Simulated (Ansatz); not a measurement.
# CdTe (zincblende structure)

Method: r²SCAN, scalar-relativistic; no spin polarisation; PAW, 500 eV, Γ-centred 10×10×10 mesh, 0.05 eV Gaussian smearing; code Ansatz; PAW files: Ansatz's generated set soft_2.

```xyz
2
Lattice="0.0000 3.2787 3.2787 3.2787 0.0000 3.2787 3.2787 3.2787 0.0000" Properties=species:S:1:pos:R:3 pbc="T T T"
Cd    0.0000    0.0000    0.0000
Te    1.6394    1.6394    1.6394
```

The compound is reported in the structure type of the start.

Elastic constants come from the stress of slightly strained cells with relaxed atoms, in GPa, Voigt order xx, yy, zz, yz, xz, xy in the Cartesian frame of the vectors above.

```
51.6 34.7 34.7  0.0  0.0  0.0
34.7 51.6 34.7  0.0  0.0  0.0
34.7 34.7 51.6  0.0  0.0  0.0
 0.0  0.0  0.0 19.9  0.0  0.0
 0.0  0.0  0.0  0.0 19.9  0.0
 0.0  0.0  0.0  0.0  0.0 19.9
```

Q: Work out the Voigt, Reuss and Hill moduli.

A: Voigt: K = (C11 + C22 + C33 + 2(C12 + C13 + C23))/9 = 40 GPa, G = (C11 + C22 + C33 − C12 − C13 − C23 + 3(C44 + C55 + C66))/15 = 15.3 GPa. Reuss, from the compliances S = C⁻¹: K = 40 GPa, G = 12.9 GPa. Hill means: K = 40 GPa, G = 14.1 GPa.

Q: And Young's modulus, Poisson's ratio, Pugh's ratio and the anisotropy?

A: E = 9KG/(3K + G) = 38 GPa, ν = (3K − 2G)/(6K + 2G) = 0.34, K/G = 2.86 (over the 1.75 that Pugh's rule, made for metals, takes as the line between brittle and ductile), universal anisotropy index 5G_V/G_R + K_V/K_R − 6 = 0.94. The eigenvalues of C are 16.9, 16.9, 19.9, 19.9, 19.9, 121 GPa, all positive.

Q: What sound velocities and Debye temperature follow for a polycrystal?

A: With a density of 5.654 g/cm³ (mean mass 120.0 u, 35.25 Å³/atom), K = 40.3 and G = 14.08 GPa from the unrounded constants, v_l = √((K + 4G/3)/ρ) = 3230 m/s and v_t = √(G/ρ) = 1580 m/s. The mean [(1/v_l³ + 2/v_t³)/3]^(−1/3) is 1770 m/s, and θ_D = (ħ/k_B)(6π²/V)^(1/3) v_m ≈ 160 K, with V the volume an atom. This is the low-temperature, elastic estimate.

For a cubic crystal three numbers say it all: C11 = 51.6, C12 = 34.7, C44 = 19.9 GPa. K = (C11 + 2C12)/3 = 40.3 GPa. The two shear moduli are C44 and C′ = (C11 − C12)/2 = 8.4 GPa, so Zener's ratio C44/C′ is 2.36: the crystal is stiffest along ⟨111⟩ and softest along ⟨100⟩. The Cauchy pressure C12 − C44 is 15 GPa; pair forces would make it zero if every atom sat on a centre of inversion, which isn't so here, so internal relaxation also enters.

The equation of state, an independent route, gives B0 = 40 GPa, against 40 GPa here.

It ran for 2.2 min on 4 threads of Arm Neoverse V1, on a shared host, peak memory 0.83 GiB.

 Scalar-relativistic only: spin–orbit splittings of the heavy atoms' levels are missing.
